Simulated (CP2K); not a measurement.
A run of CP2K 2026.2 is set up as follows.

Contents of fe_scf.inp:

```
&GLOBAL
  PROJECT fe_scf
  RUN_TYPE ENERGY_FORCE
  PRINT_LEVEL LOW
&END GLOBAL
&FORCE_EVAL
  METHOD QS
  STRESS_TENSOR ANALYTICAL
  &DFT
    BASIS_SET_FILE_NAME BASIS_MOLOPT_UZH
    POTENTIAL_FILE_NAME POTENTIAL_UZH
    &MGRID
      CUTOFF 500
      REL_CUTOFF 60
      NGRIDS 4
    &END MGRID
    &QS
      METHOD GPW
      EPS_DEFAULT 1.0E-9
    &END QS
    &KPOINTS
      SCHEME MONKHORST-PACK 10 10 10
      GAMMA_CENTERED T
      SYMMETRY T
      SYMMETRY_BACKEND SPGLIB
    &END KPOINTS
    &SCF
      SCF_GUESS ATOMIC
      EPS_SCF 1.0E-6
      MAX_SCF 100
      ADDED_MOS 16
      CHOLESKY OFF
      EPS_EIGVAL 1.0E-7
      &DIAGONALIZATION ON
        ALGORITHM STANDARD
      &END DIAGONALIZATION
      &MIXING ON
        METHOD BROYDEN_MIXING
        ALPHA 0.4
        BETA 1.5
        NBUFFER 8
      &END MIXING
      &SMEAR ON
        METHOD FERMI_DIRAC
        ELECTRONIC_TEMPERATURE 580.23
      &END SMEAR
    &END SCF
    &XC
      &XC_FUNCTIONAL
        &GGA_X_PBE
        &END GGA_X_PBE
        &GGA_C_PBE
        &END GGA_C_PBE
      &END XC_FUNCTIONAL
    &END XC
    &PRINT
      &KPOINTS ON
      &END KPOINTS
      &MULLIKEN ON
      &END MULLIKEN
      &MO ON
        ENERGIES T
        OCCUPATION_NUMBERS T
        &EACH
          QS_SCF 0
        &END EACH
        ADD_LAST NUMERIC
      &END MO
      &E_DENSITY_CUBE ON
        STRIDE 2
      &END E_DENSITY_CUBE
      &V_HARTREE_CUBE ON
        STRIDE 2
      &END V_HARTREE_CUBE
      &ELF_CUBE ON
        STRIDE 2
      &END ELF_CUBE
    &END PRINT
  &END DFT
  &SUBSYS
    &CELL
      A 4.9986986306 0.0000000000 0.0000000000
      B -0.8331164384 2.3564091326 0.0000000000
      C -0.8331164384 -1.1782045663 2.0407101705
      PERIODIC XYZ
    &END CELL
    &COORD
      SCALED
      Fe  0.0000000000 0.0000000000 0.0000000000
      Fe  0.5000000000 0.0000000000 0.0000000000
    &END COORD
    &KIND Fe
      BASIS_SET DZVP-MOLOPT-PBE-GTH-q16
      POTENTIAL GTH-PBE-q16
    &END KIND
    &PRINT
      &ATOMIC_COORDINATES ON
      &END ATOMIC_COORDINATES
      &CELL ON
      &END CELL
    &END PRINT
  &END SUBSYS
  &PRINT
    &FORCES ON
    &END FORCES
    &STRESS_TENSOR ON
    &END STRESS_TENSOR
  &END PRINT
&END FORCE_EVAL
```

Potentials or basis: POTENTIAL_UZH Fe GTH-PBE-q16; DZVP-MOLOPT-PBE-GTH basis.

The run is started by

```sh
$ OMP_NUM_THREADS=1 cp2k.psmp -i fe_scf.inp -o fe_scf.out
```

Problem. What does it give for the pressure?

Solution. -25.5 GPa.

Problem. Predict the band gap on the k mesh.

Solution. None (metal or under the smearing width).

Caveat: the basis of atomic orbitals isn't converged, which shifts pressures, moduli and gaps; the run has no spin polarisation, though such a crystal can be magnetic. Spin polarisation is off, so any magnetic state and its effect on volume and gap are missing.
